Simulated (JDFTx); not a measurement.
Input of a JDFTx 1.7.0 (patched build) run:

File TiCo.in:

```
include TiCo.lattice
coords-type Lattice
include TiCo.ionpos

ion-species pseudo/Co.upf
ion-species pseudo/Ti.upf
elec-cutoff 48 384
elec-ex-corr gga-PBE
kpoint-folding 9 9 9
elec-smearing Fermi 0.0018374661
elec-n-bands 23
spintype z-spin
initial-magnetic-moments Co 2 Ti 1
elec-initial-magnetization 3 no
add-U Co d 0.110248 Ti d 0.110248
electronic-SCF nIterations 100 energyDiffThreshold 1e-09
electronic-minimize nIterations 30 energyDiffThreshold 1e-7
converge-empty-states yes
forces-output-coords Cartesian

dump-name run.$VAR
dump End Ecomponents EigStats BandEigs Kpoints Forces Stress RhoAtom ElecDensity Dtot
```

File TiCo.lattice:

```
lattice \
    5.6429319488     0.0000000000     0.0000000000 \
    0.0000000000     5.6429319488     0.0000000000 \
    0.0000000000     0.0000000000     5.6429319488
```

File TiCo.ionpos:

```
ion Co     0.5000000000     0.5000000000     0.5000000000 1
ion Ti     0.0000000000     0.0000000000     0.0000000000 1
```

Potentials or basis: PseudoDojo-SR-PBE-0.5-standard with smoothed tails.

Launch:

```bash
$ jdftx -c 1 -i TiCo.in -o TiCo.out
```

Question: Predict the absolute moment.

Answer: 2.56 μB per cell.

Question: Predict the net moment.

Answer: 0.48 μB per cell.

Question: What does it give for the pressure?

Answer: 10.4 GPa.

Eigenvalues of the final occupation matrices:
| site | spin | trace | eigenvalues |
| --- | --- | --- | --- |
| atom 1 Co | 1 | 4.80 | 0.95 0.95 0.95 0.97 0.97 |
| atom 1 Co | 2 | 3.37 | 0.35 0.35 0.89 0.89 0.89 |
| atom 2 Ti | 1 | 1.46 | 0.16 0.16 0.38 0.38 0.38 |
| atom 2 Ti | 2 | 2.46 | 0.47 0.47 0.47 0.52 0.52 |

Caveat: the U is typed as a test and isn't derived for this compound. The state reached can hang on the start; a lower one may exist.
